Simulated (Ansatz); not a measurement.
Runs of Ansatz 0.2.0 on C. It takes space group Fd-3m (No. 227, cubic). Conventional cell: a = 3.567 Å, b = 3.567 Å, c = 3.567 Å, α = 90.00°, β = 90.00°, γ = 90.00°. Around C (site symmetry -43m) lie 4 C at 1.54 Å. This isn't the form of C at room conditions, which is graphite.

| task | level | potentials or basis | cell | k mesh | cutoff (eV) | points for each segment of the path | mesh quality | gap on the mesh (eV) | pressure (GPa) | V0 of scaled cells (Å³/atom) | relaxed volume (Å³/atom) | B0 (GPa) |
| --- | --- | --- | --- | --- | --- | --- | --- | --- | --- | --- | --- | --- |
| band structure | PBE | Ansatz PAW | as given | 13 × 13 × 13 | 420 | 14 | not flagged | 4.15 | 1.8 | - | - | - |
| band structure | PBE | PseudoDojo stringent (PBE files) | as given | 13 × 13 × 13 | 1116 | 14 | not flagged | 4.20 | 2.1 | - | - | - |
| single point | PBE | Ansatz PAW | as given | 7 × 7 × 7 | 420 | - | coarse | 4.27 | 1.8 | - | - | - |
| relaxation of cell and atoms | SVWN5 | Ansatz PAW | relaxed | 13 × 13 × 13 | 420 | - | not flagged | 4.18 | 0.0 | - | 5.50 | - |
| equation of state | BLYP+D3(BJ) | Ansatz PAW | as given | 13 × 13 × 13 | 420 | - | not flagged | - | - | 5.68 | - | 424 |
| equation of state | PBE | Ansatz PAW | as given | 13 × 13 × 13 | 420 | - | not flagged | - | - | 5.70 | - | (a) |
| band structure | RPBE | Ansatz PAW | as given | 13 × 13 × 13 | 420 | 14 | not flagged | 4.15 | 7.9 | - | - | - |
| equation of state | PBEsol | PseudoDojo PBEsol stringent | as given | 13 × 13 × 13 | 1116 | - | not flagged | - | - | 5.63 | - | 449 |
| equation of state | revPBE | Ansatz PAW | as given | 13 × 13 × 13 | 420 | - | not flagged | - | - | 5.76 | - | 422 |
| band structure | rPW86-PBE | Ansatz PAW | as given | 13 × 13 × 13 | 420 | 14 | not flagged | (b) | 8.8 | - | - | - |
| relaxation of cell and atoms | PBEsol | Ansatz PAW | relaxed | 13 × 13 × 13 | 420 | - | not flagged | 4.04 | 0.0 | - | 5.61 | - |
| equation of state | r2SCAN+D4 | Ansatz PAW | as given | 13 × 13 × 13 | 500 | - | not flagged | - | - | 5.61 | - | 455 |

Alike in all rows: no spin polarisation; smearing fermi-dirac 0.05 eV.

Task: Fill in the values left out.

Result: (a) 433; (b) 4.43.

Caveats: some runs use coarse meshes; the PAW data sets come from PBE, with cores solved anew for the run's functional, which leaves a small shift of forces and pressure (some runs); odd divisions of the mesh miss points on the zone boundary, where band edges often lie, so the gap on the mesh can be too wide (some runs); the plane-wave basis is chosen anew once the cell has moved, so the energies of steps on either side of that aren't comparable (some runs); the potentials were made for another functional, which shifts forces and pressure (some runs); the PAW data sets were made with another functional, which shifts forces and pressure a little (some runs).

A k mesh can miss the band edges.
